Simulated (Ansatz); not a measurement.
# What is wrong with this input? (TiCo₃)

Someone meant to compute TiCo₃ with r2SCAN, plane waves and PAW in Ansatz and wrote this input.

```yaml
crystal:
  lattice:
    - [3.614, 0.0, 0.0]
    - [0.0, 3.614, 0.0]
    - [0.0, 0.0, 3.614]
  atoms:
    - { symbol: Ti, position: [0.0, 0.0, 0.0] }
    - { symbol: Co, position: [0.0, 0.5, 0.5] }
    - { symbol: Co, position: [0.5, 0.0, 0.5] }
    - { symbol: Co, position: [0.5, 0.5, 0.0] }
basis:
  ecutwfc: 500
kpoints:
  mp_grid: { grid: [12, 12, 12] }
hamiltonian:
  xc: r2scan
scf:
  occupations: { method: gaussian, width: 0.1 }
output:
  forces: true
  stress: true
  eigenvalues: true
magnetization:
  spin_orbit: true
```

Command:

```bash
ansatz run input.yaml --threads 1 --pin off --max-ram 2560MiB --backend cpu --events-out ev --progress --plain --runs-dir out
```

From the log:

```text
Error: inconsistent input (magnetization.spin_orbit, magnetization.noncollinear): true requires noncollinear: true — spin–orbit coupling acts on 2-spinor wavefunctions; set both flags
```

Question: What is the cause?
A. Cartesian positions typed as fractional ones
B. No empty bands beside a smearing
C. Plain mixing at a large step in a long cell
D. A Hubbard U on a species that isn't in the cell
E. Spin-orbit coupling without non-collinear spin

Answer: E. The coupling acts on two-component spinors. The cure is the spin-orbit key removed, as no coupling was intended (to keep it, non-collinear spin must be switched on).

Mended input, as a difference:

```diff
 crystal:
   atoms:
-    - { symbol: Ti, position: [0.0, 0.0, 0.0] }
-    - { symbol: Co, position: [0.0, 0.5, 0.5] }
-    - { symbol: Co, position: [0.5, 0.0, 0.5] }
-    - { symbol: Co, position: [0.5, 0.5, 0.0] }
+    - { symbol: Ti, position: [0.0, 0.0, 0.0], spin: -0.76 }
+    - { symbol: Co, position: [0.0, 0.5, 0.5], spin: 1.46 }
+    - { symbol: Co, position: [0.5, 0.0, 0.5], spin: 1.46 }
+    - { symbol: Co, position: [0.5, 0.5, 0.0], spin: 1.46 }
 magnetization:
-  spin_orbit: true
+  spin_polarized: true
```

With the mended input the run converges and gives a pressure of -4.27 GPa, no gap, site moments (μB) Ti -0.68, Co +1.35 (×3).

The mended run took 88 s on 1 thread of Oxide Virtual Turin-like Processor (Zen 5) (shared host), peak memory 0.75 GiB.